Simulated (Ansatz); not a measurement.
**SiO2 at a changed volume — ¹⁷O nuclear quadrupole resonance**

Cell: a COD entry, relaxed with PBE at fixed cell and then changed (volume scaled by 1.06, ions relaxed).

```cif
data_SiO2
_symmetry_space_group_name_H-M 'P2_13'
_symmetry_Int_Tables_number 198
_cell_length_a 7.3004
_cell_length_b 7.3004
_cell_length_c 7.3004
_cell_angle_alpha 90.000
_cell_angle_beta 90.000
_cell_angle_gamma 90.000
loop_
_atom_site_label
_atom_site_type_symbol
_atom_site_symmetry_multiplicity
_atom_site_Wyckoff_symbol
_atom_site_fract_x
_atom_site_fract_y
_atom_site_fract_z
Si1 Si 4 a 0.2717 0.2717 0.2717
Si5 Si 4 a 0.0159 0.0159 0.0159
O9 O 4 a 0.1438 0.1438 0.1438
O13 O 12 b 0.6390 0.6514 0.0640
```

One atom of each set is listed.

Computed with Ansatz: DFT, PBE, plane waves and PAW, scalar-relativistic, 420 eV cutoff, Γ-centred 4×4×4 k-points, Fermi–Dirac smearing 0.02 eV.

¹⁷O: I = 5/2, Q = -25.58 mb (year-2017 value). Static lattice, zero field.

Question: Predict the zero-field ¹⁷O lines of each site.

Answer: For I = 5/2 and η = 0 the lines are 3|C_Q|/20 and twice that; η pulls their ratio below 2.

| site | atoms | V_zz (10²¹ V/m²) | C_Q (MHz) | η | line frequencies (MHz) |
| --- | --- | --- | --- | --- | --- |
| O9 | 4 | 10.76 | -6.65 | 0.00 | 0.998, 2.00 |
| O13 | 12 | 10.21 | -6.31 | 0.11 | 0.959, 1.89 |

An axis of threefold or higher order runs through O9, so V_zz lies along it and η is zero. At O13 V_zz runs parallel to the line that joins its two neighbours (within 1°).

The database positions were far from equilibrium, so the relaxed structure may not be the compound's real one.
